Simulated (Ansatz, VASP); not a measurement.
**One calculation of ZrH, two programs**

```
CELL_PARAMETERS angstrom
-1.67263 1.67263 2.54815
1.67263 -1.67263 2.54815
1.67263 1.67263 -2.54815
ATOMIC_POSITIONS crystal
Zr 0.00000 0.00000 0.00000
H 0.75000 0.25000 0.50000
```

The cell comes from a database or a generator and needn't be the stable form of this composition.

Alike in both runs: task single point; functional LDA; k mesh 12 × 12 × 12; no spin polarisation.

```csv
,VASP,Ansatz
version,VASP 6.6.1,Ansatz 0.2.0
potentials or method,"VASP PAW LDA potentials, release 64 (Zr_sv, H)","plane waves, PAW"
plane-wave cutoff (eV),520,450
occupations,"methfessel-paxton of order 1, width 0.15 eV","cold, width 0.15 eV"
valence electrons in the cell,13,13
```

```csv
,VASP,Ansatz,Ansatz less VASP
pressure (GPa),-11.4,-11.5,-0.11
largest component of the traceless stress (GPa),0.37,0.38,+0.009
```
